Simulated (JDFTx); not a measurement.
# Nb (Im-3m) in JDFTx: equation of state

Aim: energy against volume of Nb in PBEsol, for its equilibrium volume and stiffness.

All numbers are computed with JDFTx 1.7.0 (patched build); they aren't measurements. Logs are shortened: lines on timing, memory, paths and dates and some standing lists are left out, and cuts for length are marked. The log counts tension as positive stress, the text compression.

**Measured values to compare with.**

From “Pressure effects on the electronic structure and superconductivity of (TaNb)0.67(HfZrTi)0.33 high entropy alloy”, 2019, arxiv:1910.08312, for a bulk crystal of Nb: bulk modulus 169 GPa.

The runs below are set against these values where they give the same quantity.

### 1 The crystal as given

The structure is cubic, space group Im-3m (No. 229). The conventional cell has a = 3.328 Å, b = 3.328 Å, c = 3.328 Å, α = 90.00°, β = 90.00°, γ = 90.00°. Nb (site symmetry m-3m) has 8 Nb at 2.88 Å as nearest neighbours.

### 2 Equation of state, PBEsol, 17.32 Å³/atom (volume scaled by 0.94)

Input file Nb.in:

```
lattice \
   -3.0802201456     3.0802201456     3.0802201456 \
    3.0802201456    -3.0802201456     3.0802201456 \
    3.0802201456     3.0802201456    -3.0802201456
coords-type Lattice
ion Nb     0.0000000000     0.0000000000     0.0000000000 1

ion-species pseudo/Nb.upf
elec-cutoff 41
elec-ex-corr gga-PBEsol
kpoint-folding 11 11 11
elec-smearing Fermi 0.0018374661
elec-n-bands 12
electronic-SCF nIterations 100 energyDiffThreshold 1e-09
electronic-minimize nIterations 30 energyDiffThreshold 1e-7
forces-output-coords Cartesian

dump-name run.$VAR
dump End Ecomponents EigStats BandEigs Kpoints Forces Stress
```

Potentials or basis: PseudoDojo-SR-PBEsol-0.4.1-standard with smoothed tails.

The run is started by

```console
jdftx -c 1 -i Nb.in -o Nb.out
```

The log of the run:

```text
*************** JDFTx 1.7.0 (patched build) ***************

[... 9 lines left out ...]
---------- Initializing the Grid ----------
R =
[     -3.08022      3.08022      3.08022  ]
[      3.08022     -3.08022      3.08022  ]
[      3.08022      3.08022     -3.08022  ]
unit cell volume = 116.898
G =
[ -6.80428e-18    1.01992    1.01992  ]
[    1.01992 -6.80428e-18    1.01992  ]
[    1.01992    1.01992 -6.80428e-18  ]
Minimum fftbox size, Smin = [  32  32  32  ]
Chosen fftbox size, S = [  32  32  32  ]

---------- Exchange Correlation functional ----------
Initalized PBEsol GGA exchange.
Initalized PBEsol GGA correlation.

---------- Setting up pseudopotentials ----------
Width of ionic core gaussian charges (only for fluid interactions / plotting) set to 0

Reading pseudopotential file 'pseudo/Nb.upf':
  'Nb' pseudopotential, 'PBESOL' functional
  Generated using ONCVPSP code by D. R. Hamann
  13 valence electrons, 4 orbitals, 6 projectors, 1001 radial grid points, with lMax = 2
    4S    l: 0   occupation:  2.0   eigenvalue: -2.144371
    4P    l: 1   occupation:  6.0   eigenvalue: -1.267571
    4D    l: 2   occupation:  4.0   eigenvalue: -0.112300
    5S    l: 0   occupation:  1.0   eigenvalue: -0.147497
  Core radius for overlap checks: 1.37 bohrs.

Initialized 1 species with 1 total atoms.

Folded 1 k-points by 11x11x11 to 1331 k-points.

---------- Setting up k-points, bands, fillings ----------
Reduced to 56 k-points under symmetry.
Computing the number of bands and number of electrons
Calculating initial fillings.
nElectrons:  13.000000   nBands: 12   nStates: 56

----- Setting up reduced wavefunction bases (one per k-point) -----
average nbasis = 1465.657 , ideal nbasis = 1465.801

---------- Setting up ewald sum ----------
Optimum gaussian width for ewald sums = 1.923223 bohr.
Real space sum over 2197 unit cells with max indices [  6  6  6  ]
Reciprocal space sum over 2197 terms with max indices [  6  6  6  ]

---------- Allocating electronic variables ----------
Initializing wave functions:  linear combination of atomic orbitals
Note: number of bands (12) exceeds available atomic orbitals (10)
Nb pseudo-atom occupations:   s ( 2 2 )  p ( 6 )  d ( 3 )
	FillingsUpdate:  mu: +0.696475762  nElectrons: 13.000000
LCAOMinimize: Iter:   0  F: -57.4540394740066986  |grad|_K:  2.774e-04  alpha:  1.000e+00
	FillingsUpdate:  mu: +0.694787800  nElectrons: 13.000000
LCAOMinimize: Iter:   1  F: -57.4542678831168274  |grad|_K:  4.792e-06  alpha:  7.433e-01  linmin: -2.449e-02  cgtest:  2.925e-01
LCAOMinimize: Encountered beta<0, resetting CG.
	FillingsUpdate:  mu: +0.694779541  nElectrons: 13.000000
LCAOMinimize: Iter:   2  F: -57.4542679716442919  |grad|_K:  2.664e-07  alpha:  9.564e-01  linmin:  6.038e-03  cgtest: -1.868e-02
	FillingsUpdate:  mu: +0.694781118  nElectrons: 13.000000
LCAOMinimize: Iter:   3  F: -57.4542679718600695  |grad|_K:  9.648e-09  alpha:  7.560e-01  linmin: -1.846e-02  cgtest:  1.816e-01
LCAOMinimize: Encountered beta<0, resetting CG.
LCAOMinimize: Converged (|Delta F|<1.000000e-06 for 2 iters).

-------- Electronic minimization -----------
Will mix electronic density at each iteration.
	FillingsUpdate:  mu: +0.694781118  nElectrons: 13.000000
	FillingsUpdate:  mu: +0.687658281  nElectrons: 13.000000
SCF: Cycle:  0   F: -57.472954333850232   dF: -1.869e-02   |Residual|: 2.189e-02   |deigs|: 2.425e-01
	FillingsUpdate:  mu: +0.685791597  nElectrons: 13.000000
SCF: Cycle:  1   F: -57.473253687437612   dF: -2.994e-04   |Residual|: 1.037e-02   |deigs|: 5.607e-03
	FillingsUpdate:  mu: +0.684612614  nElectrons: 13.000000
SCF: Cycle:  2   F: -57.473282879674741   dF: -2.919e-05   |Residual|: 1.927e-03   |deigs|: 2.107e-03
	FillingsUpdate:  mu: +0.684757467  nElectrons: 13.000000
SCF: Cycle:  3   F: -57.473283827172359   dF: -9.475e-07   |Residual|: 2.975e-04   |deigs|: 3.667e-04
	FillingsUpdate:  mu: +0.684723988  nElectrons: 13.000000
SCF: Cycle:  4   F: -57.473283935286787   dF: -1.081e-07   |Residual|: 1.315e-04   |deigs|: 8.462e-05
	FillingsUpdate:  mu: +0.684707004  nElectrons: 13.000000
SCF: Cycle:  5   F: -57.473283947602567   dF: -1.232e-08   |Residual|: 5.391e-05   |deigs|: 5.175e-05
	FillingsUpdate:  mu: +0.684713184  nElectrons: 13.000000
SCF: Cycle:  6   F: -57.473283950973702   dF: -3.371e-09   |Residual|: 1.094e-05   |deigs|: 2.813e-05
	FillingsUpdate:  mu: +0.684712659  nElectrons: 13.000000
SCF: Cycle:  7   F: -57.473283951537368   dF: -5.637e-10   |Residual|: 5.766e-06   |deigs|: 2.257e-05
	FillingsUpdate:  mu: +0.684711860  nElectrons: 13.000000
SCF: Cycle:  8   F: -57.473283951717214   dF: -1.798e-10   |Residual|: 1.007e-06   |deigs|: 1.884e-05
SCF: Converged (|Delta E|<1.000000e-09 for 2 iters).

Setting wave functions to eigenvectors of Hamiltonian

# Stress tensor in Cartesian coordinates [Eh/a0^3]:
[ -0.000100938            0            0  ]
[            0 -0.000100938            0  ]
[            0            0 -0.000100938  ]

# Ionic positions in lattice coordinates:
ion Nb   0.000000000000000   0.000000000000000   0.000000000000000 1

# Forces in Cartesian coordinates:
force Nb  -0.000000000000000   0.000000000000000   0.000000000000000 1

# Energy components:
   Eewald =      -49.9177350883113462
       EH =        7.1966260495426484
     Eloc =      -32.5075850393425014
      Enl =        7.7813406873858053
      Exc =      -13.0126020981621267
 Exc_core =        4.7784515591267311
       KE =       18.2087967617892943
-------------------------------------
     Etot =      -57.4727071679714854
       TS =        0.0005767837457295
-------------------------------------
        F =      -57.4732839517172138

IonicMinimize: Iter:   0  F: -57.473283951717214  |grad|_K:  0.000e+00
IonicMinimize: Converged (|grad|_K<1.000000e-04).

#--- Lowdin population analysis ---
# oxidation-state Nb +0.037

Dumping 'run.eigStats' ...
	eMin: -1.306057 at state 0 ( [ +0.000000 +0.000000 +0.000000 ] spin 0 )
	HOMO: +0.684472 at state 3 ( [ +0.000000 +0.000000 +0.272727 ] spin 0 )
	mu  : +0.684712
	LUMO: +0.684855 at state 6 ( [ +0.000000 +0.090909 +0.090909 ] spin 0 )
	eMax: +1.354365 at state 47 ( [ +0.272727 +0.272727 -0.272727 ] spin 0 )
	HOMO-LUMO gap: +0.000383
	Optical gap  : +0.003982 at state 6 ( [ +0.000000 +0.090909 +0.090909 ] spin 0 )
Done!
```

Wall time 9.9 s (1 thread of Intel Xeon 6975P-C (Granite Rapids), shared host); peak memory 0.07 GiB.

What came out:

| Item | Value |
| --- | --- |
| Free energy | -1563.9277 eV |
| Pressure | 3.0 GPa |
| Band gap on the k mesh | none (metal or under the smearing width) |

### 3 Equation of state, PBEsol, 17.69 Å³/atom (volume scaled by 0.96)

Input file Nb.in:

```
lattice \
   -3.1019125514     3.1019125514     3.1019125514 \
    3.1019125514    -3.1019125514     3.1019125514 \
    3.1019125514     3.1019125514    -3.1019125514
coords-type Lattice
ion Nb     0.0000000000     0.0000000000     0.0000000000 1

ion-species pseudo/Nb.upf
elec-cutoff 41
elec-ex-corr gga-PBEsol
kpoint-folding 11 11 11
elec-smearing Fermi 0.0018374661
elec-n-bands 12
electronic-SCF nIterations 100 energyDiffThreshold 1e-09
electronic-minimize nIterations 30 energyDiffThreshold 1e-7
forces-output-coords Cartesian

dump-name run.$VAR
dump End Ecomponents EigStats BandEigs Kpoints Forces Stress ElecDensity Dtot KEdensity
```

Potentials or basis: PseudoDojo-SR-PBEsol-0.4.1-standard with smoothed tails.

The run is started by

```console
jdftx -c 1 -i Nb.in -o Nb.out
```

It took 10 s on 1 thread of Intel Xeon 6975P-C (Granite Rapids), shared host; peak memory 0.08 GiB.

Results (log left out):

- Free energy: -1563.9302 eV
- Pressure: -0.9 GPa
- Band gap on the k mesh: none (metal or under the smearing width)

### 4 Equation of state, PBEsol, 18.06 Å³/atom (volume scaled by 0.98)

Changes to Nb.in since step 3:

```diff
@@ -1,5 +1,5 @@
 lattice \
-   -3.1019125514     3.1019125514     3.1019125514 \
-    3.1019125514    -3.1019125514     3.1019125514 \
-    3.1019125514     3.1019125514    -3.1019125514
+   -3.1233057277     3.1233057277     3.1233057277 \
+    3.1233057277    -3.1233057277     3.1233057277 \
+    3.1233057277     3.1233057277    -3.1233057277
 coords-type Lattice
```

The run is started by

```console
jdftx -c 1 -i Nb.in -o Nb.out
```

Run time: 10 s. Hardware: 1 thread of Intel Xeon 6975P-C (Granite Rapids), shared host; peak memory 0.08 GiB.

It converged, with:

| Item | Value |
| --- | --- |
| Free energy | -1563.9241 eV |
| Pressure | -4.4 GPa |
| Band gap on the k mesh | none (metal or under the smearing width) |

### 5 Equation of state, PBEsol, 18.43 Å³/atom

Changes to Nb.in since step 4:

```diff
@@ -1,5 +1,5 @@
 lattice \
-   -3.1233057277     3.1233057277     3.1233057277 \
-    3.1233057277    -3.1233057277     3.1233057277 \
-    3.1233057277     3.1233057277    -3.1233057277
+   -3.1444097851     3.1444097851     3.1444097851 \
+    3.1444097851    -3.1444097851     3.1444097851 \
+    3.1444097851     3.1444097851    -3.1444097851
 coords-type Lattice
```

The run is started by

```console
jdftx -c 1 -i Nb.in -o Nb.out
```

Wall time 10 s (1 thread of Intel Xeon 6975P-C (Granite Rapids), shared host); peak memory 0.08 GiB.

It converged, with:

```
Free energy            : -1563.9103 eV
Pressure               : -7.7 GPa
Band gap on the k mesh : none (metal or under the smearing width)
```

### 6 Equation of state, PBEsol, 18.80 Å³/atom (volume scaled by 1.02)

Changes to Nb.in since step 5:

```diff
@@ -1,5 +1,5 @@
 lattice \
-   -3.1444097851     3.1444097851     3.1444097851 \
-    3.1444097851    -3.1444097851     3.1444097851 \
-    3.1444097851     3.1444097851    -3.1444097851
+   -3.1652342979     3.1652342979     3.1652342979 \
+    3.1652342979    -3.1652342979     3.1652342979 \
+    3.1652342979     3.1652342979    -3.1652342979
 coords-type Lattice
```

Potentials or basis: PseudoDojo-SR-PBEsol-0.4.1-standard with smoothed tails.

The run is started by

```console
jdftx -c 1 -i Nb.in -o Nb.out
```

The log of the run:

```text
*************** JDFTx 1.7.0 (patched build) ***************

[... 9 lines left out ...]
---------- Initializing the Grid ----------
R =
[     -3.16523      3.16523      3.16523  ]
[      3.16523     -3.16523      3.16523  ]
[      3.16523      3.16523     -3.16523  ]
unit cell volume = 126.846
G =
[ -4.24311e-17   0.992531   0.992531  ]
[   0.992531 -4.24311e-17   0.992531  ]
[   0.992531   0.992531 -4.24311e-17  ]
Minimum fftbox size, Smin = [  32  32  32  ]
Chosen fftbox size, S = [  32  32  32  ]

---------- Exchange Correlation functional ----------
Initalized PBEsol GGA exchange.
Initalized PBEsol GGA correlation.

---------- Setting up pseudopotentials ----------
Width of ionic core gaussian charges (only for fluid interactions / plotting) set to 0

Reading pseudopotential file 'pseudo/Nb.upf':
  'Nb' pseudopotential, 'PBESOL' functional
  Generated using ONCVPSP code by D. R. Hamann
  13 valence electrons, 4 orbitals, 6 projectors, 1001 radial grid points, with lMax = 2
    4S    l: 0   occupation:  2.0   eigenvalue: -2.144371
    4P    l: 1   occupation:  6.0   eigenvalue: -1.267571
    4D    l: 2   occupation:  4.0   eigenvalue: -0.112300
    5S    l: 0   occupation:  1.0   eigenvalue: -0.147497
  Core radius for overlap checks: 1.37 bohrs.

Initialized 1 species with 1 total atoms.

Folded 1 k-points by 11x11x11 to 1331 k-points.

---------- Setting up k-points, bands, fillings ----------
Reduced to 56 k-points under symmetry.
Computing the number of bands and number of electrons
Calculating initial fillings.
nElectrons:  13.000000   nBands: 12   nStates: 56

----- Setting up reduced wavefunction bases (one per k-point) -----
average nbasis = 1590.669 , ideal nbasis = 1590.550

---------- Setting up ewald sum ----------
Optimum gaussian width for ewald sums = 1.976304 bohr.
Real space sum over 2197 unit cells with max indices [  6  6  6  ]
Reciprocal space sum over 2197 terms with max indices [  6  6  6  ]

---------- Allocating electronic variables ----------
Initializing wave functions:  linear combination of atomic orbitals
Note: number of bands (12) exceeds available atomic orbitals (10)
Nb pseudo-atom occupations:   s ( 2 2 )  p ( 6 )  d ( 3 )
	FillingsUpdate:  mu: +0.633138287  nElectrons: 13.000000
LCAOMinimize: Iter:   0  F: -57.4521448340260719  |grad|_K:  2.782e-04  alpha:  1.000e+00
	FillingsUpdate:  mu: +0.631317262  nElectrons: 13.000000
LCAOMinimize: Iter:   1  F: -57.4523712405617530  |grad|_K:  4.257e-06  alpha:  7.265e-01  linmin: -1.061e-03  cgtest:  1.187e-02
	FillingsUpdate:  mu: +0.631318226  nElectrons: 13.000000
LCAOMinimize: Iter:   2  F: -57.4523713110450913  |grad|_K:  6.272e-08  alpha:  9.646e-01  linmin: -1.203e-03  cgtest:  3.540e-03
	FillingsUpdate:  mu: +0.631317917  nElectrons: 13.000000
LCAOMinimize: Iter:   3  F: -57.4523713110576466  |grad|_K:  1.113e-08  alpha:  7.048e-01  linmin: -2.221e-01  cgtest:  7.066e-01
LCAOMinimize: Encountered beta<0, resetting CG.
LCAOMinimize: Converged (|Delta F|<1.000000e-06 for 2 iters).

-------- Electronic minimization -----------
Will mix electronic density at each iteration.
	FillingsUpdate:  mu: +0.631317917  nElectrons: 13.000000
	FillingsUpdate:  mu: +0.625680627  nElectrons: 13.000000
SCF: Cycle:  0   F: -57.471571281093013   dF: -1.920e-02   |Residual|: 2.310e-02   |deigs|: 1.647e-01
	FillingsUpdate:  mu: +0.623832370  nElectrons: 13.000000
SCF: Cycle:  1   F: -57.471841329130328   dF: -2.700e-04   |Residual|: 1.167e-02   |deigs|: 5.720e-03
	FillingsUpdate:  mu: +0.622508788  nElectrons: 13.000000
SCF: Cycle:  2   F: -57.471866825146797   dF: -2.550e-05   |Residual|: 1.673e-03   |deigs|: 2.019e-03
	FillingsUpdate:  mu: +0.622705441  nElectrons: 13.000000
SCF: Cycle:  3   F: -57.471867964544145   dF: -1.139e-06   |Residual|: 3.413e-04   |deigs|: 4.050e-04
	FillingsUpdate:  mu: +0.622651806  nElectrons: 13.000000
SCF: Cycle:  4   F: -57.471868087942234   dF: -1.234e-07   |Residual|: 1.413e-04   |deigs|: 1.058e-04
	FillingsUpdate:  mu: +0.622647407  nElectrons: 13.000000
SCF: Cycle:  5   F: -57.471868097833983   dF: -9.892e-09   |Residual|: 2.611e-05   |deigs|: 3.420e-05
	FillingsUpdate:  mu: +0.622653370  nElectrons: 13.000000
SCF: Cycle:  6   F: -57.471868100453044   dF: -2.619e-09   |Residual|: 1.575e-05   |deigs|: 2.662e-05
	FillingsUpdate:  mu: +0.622652004  nElectrons: 13.000000
SCF: Cycle:  7   F: -57.471868101232424   dF: -7.794e-10   |Residual|: 5.652e-06   |deigs|: 2.440e-05
	FillingsUpdate:  mu: +0.622650854  nElectrons: 13.000000
SCF: Cycle:  8   F: -57.471868101488290   dF: -2.559e-10   |Residual|: 3.203e-06   |deigs|: 3.510e-05
SCF: Converged (|Delta E|<1.000000e-09 for 2 iters).

Setting wave functions to eigenvectors of Hamiltonian

# Stress tensor in Cartesian coordinates [Eh/a0^3]:
[  0.000362644            0            0  ]
[            0  0.000362644            0  ]
[            0            0  0.000362644  ]

# Ionic positions in lattice coordinates:
ion Nb   0.000000000000000   0.000000000000000   0.000000000000000 1

# Forces in Cartesian coordinates:
force Nb  -0.000000000000000  -0.000000000000000  -0.000000000000000 1

# Energy components:
   Eewald =      -48.5770084520287710
       EH =        7.6914424453866035
     Eloc =      -34.2501747528313985
      Enl =        7.7753042584078003
      Exc =      -12.9629983710374166
 Exc_core =        4.7784514415987909
       KE =       18.0736401808176055
-------------------------------------
     Etot =      -57.4713432496867824
       TS =        0.0005248518015101
-------------------------------------
        F =      -57.4718681014882904

IonicMinimize: Iter:   0  F: -57.471868101488290  |grad|_K:  0.000e+00
IonicMinimize: Converged (|grad|_K<1.000000e-04).

#--- Lowdin population analysis ---
# oxidation-state Nb +0.043

Dumping 'run.eigStats' ...
	eMin: -1.372539 at state 0 ( [ +0.000000 +0.000000 +0.000000 ] spin 0 )
	HOMO: +0.622222 at state 41 ( [ +0.181818 +0.363636 -0.363636 ] spin 0 )
	mu  : +0.622651
	LUMO: +0.622869 at state 24 ( [ +0.090909 +0.181818 -0.181818 ] spin 0 )
	eMax: +1.241878 at state 47 ( [ +0.272727 +0.272727 -0.272727 ] spin 0 )
	HOMO-LUMO gap: +0.000647
	Optical gap  : +0.003641 at state 6 ( [ +0.000000 +0.090909 +0.090909 ] spin 0 )
Done!
```

Wall time 10 s (1 thread of Intel Xeon 6975P-C (Granite Rapids), shared host); peak memory 0.08 GiB.

Results:

| Item | Value |
| --- | --- |
| Free energy | -1563.8892 eV |
| Pressure | -10.7 GPa |
| Band gap on the k mesh | none (metal or under the smearing width) |

### 7 Equation of state, PBEsol, 19.17 Å³/atom (volume scaled by 1.04)

Changes to Nb.in since step 6:

```diff
@@ -1,5 +1,5 @@
 lattice \
-   -3.1652342979     3.1652342979     3.1652342979 \
-    3.1652342979    -3.1652342979     3.1652342979 \
-    3.1652342979     3.1652342979    -3.1652342979
+   -3.1857883432     3.1857883432     3.1857883432 \
+    3.1857883432    -3.1857883432     3.1857883432 \
+    3.1857883432     3.1857883432    -3.1857883432
 coords-type Lattice
```

The run is started by

```console
jdftx -c 1 -i Nb.in -o Nb.out
```

It took 11 s on 1 thread of Intel Xeon 6975P-C (Granite Rapids), shared host; peak memory 0.08 GiB.

The run converged. Its results:

* Free energy: -1563.8616 eV
* Pressure: -13.4 GPa
* Band gap on the k mesh: none (metal or under the smearing width)

### 8 Equation of state, PBEsol, 19.53 Å³/atom (volume scaled by 1.06)

Changes to Nb.in since step 7:

```diff
@@ -1,5 +1,5 @@
 lattice \
-   -3.1857883432     3.1857883432     3.1857883432 \
-    3.1857883432    -3.1857883432     3.1857883432 \
-    3.1857883432     3.1857883432    -3.1857883432
+   -3.2060805359     3.2060805359     3.2060805359 \
+    3.2060805359    -3.2060805359     3.2060805359 \
+    3.2060805359     3.2060805359    -3.2060805359
 coords-type Lattice
```

The run is started by

```console
jdftx -c 1 -i Nb.in -o Nb.out
```

It took 19 s on 1 thread of Intel Xeon 6975P-C (Granite Rapids), shared host; peak memory 0.08 GiB.

The run converged. Its results:

- Free energy: -1563.8281 eV
- Pressure: -15.8 GPa
- Band gap on the k mesh: none (metal or under the smearing width)

### 9 Equation of state, PBEsol

Potentials or basis: PseudoDojo-SR-PBEsol-0.4.1-standard with smoothed tails.

This step only gathers the single runs of the series.

What came out:

* Equilibrium volume: 17.61 Å³/atom
* Bulk modulus: 181 GPa
* Pressure derivative of the bulk modulus: 3.3

Energy against volume, from the lowest point:
```
volume (Å³/atom)  energy (meV/atom)
          17.322               2.46
          17.691               0.00
          18.060               6.05
          18.428              19.94
          18.797              40.99
          19.165              68.58
          19.534             102.11
```

### 10 Against experiment

Step 9. Measured bulk modulus of Nb: 169 GPa (quoted in “Pressure effects on the electronic structure and superconductivity of (TaNb)0.67(HfZrTi)0.33 high entropy alloy”, 2019, arxiv:1910.08312). This calculation gives 181 GPa (+7.2 %). The fit is for a static lattice scaled at fixed shape and fixed fractional positions.
